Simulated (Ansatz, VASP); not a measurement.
Two plane-wave programs on GaN

The input INCAR:

```
SYSTEM = GaN
PREC     = Accurate       ! precision mode
ENCUT    = 520            ! plane-wave cutoff, eV
EDIFF    = 1E-7           ! SCF threshold, eV
ISMEAR   = 0              ! smearing method
SIGMA    = 0.01           ! smearing width, eV
LREAL    = .False.        ! projectors in reciprocal space
LASPH    = .True.         ! aspherical terms in the spheres
NELM     = 60             ! most SCF steps
ALGO     = Normal         ! electronic algorithm
ISIF     = 2              ! what is computed and relaxed
LWAVE    = .False.        ! write WAVECAR
LCHARG   = .False.        ! write CHGCAR
GGA      = PE             ! functional
NBANDS   = 26             ! bands
```

Contents of KPOINTS:

```
Automatic mesh
0
Gamma
  9 9 4
  0 0 0
```

The input POSCAR:

```
GaN
1.0
    3.2814383249      0.0000000000      0.0000000000
   -1.6407191624      2.8418089503      0.0000000000
    0.0000000000      0.0000000000      5.3460868347
Ga N
2 2
Direct
    0.3333333333      0.6666666667     -0.0008524603
    0.6666666667      0.3333333333      0.4991475397
    0.3333333333      0.6666666667      0.3758524603
    0.6666666667      0.3333333333      0.8758524603
```

Input for Ansatz:

```yaml
crystal:
  lattice:
    - [3.2814383249, 0.0, 0.0]
    - [-1.6407191624, 2.8418089503, 0.0]
    - [0.0, 0.0, 5.3460868347]
  atoms:
    - { symbol: Ga, position: [0.3333333333, 0.6666666667, -0.0008524603] }
    - { symbol: Ga, position: [0.6666666667, 0.3333333333, 0.4991475397] }
    - { symbol: "N", position: [0.3333333333, 0.6666666667, 0.3758524603] }
    - { symbol: "N", position: [0.6666666667, 0.3333333333, 0.8758524603] }
kpoints:
  mp_grid: { grid: [9, 9, 4] }
hamiltonian:
  xc: pbe
scf:
  occupations: { method: fixed }
  n_extra_bands: 5
output:
  forces: true
  stress: true
  eigenvalues: true
```

Alike in both runs: task single point; functional PBE; k mesh 9 × 9 × 4; no spin polarisation.

|  | VASP | Ansatz |
| --- | --- | --- |
| version | VASP 6.6.1 | Ansatz 0.2.0 |
| potentials or method | VASP PAW PBE potentials, release 64 (Ga_d, N) | plane waves, PAW |
| plane-wave cutoff (eV) | 520 | 420 |
| occupations | gaussian, width 0.01 eV | fixed |
| valence electrons in the cell | 36 | 36 |

```tsv
	VASP	Ansatz	Ansatz less VASP
gap on the k mesh at the Fermi level (eV)	1.33	1.33	-0.001
pressure (GPa)	-8.7	-8.8	-0.17
largest component of the traceless stress (GPa)	0.06	0.04	-0.012
rms of the force components (eV/Å)	0.005	0.005	+0.0002
```

Atom by atom the forces differ by 0.000 eV/Å (rms over components).

PBE gaps usually lie below the measured ones, often by a third to a half.
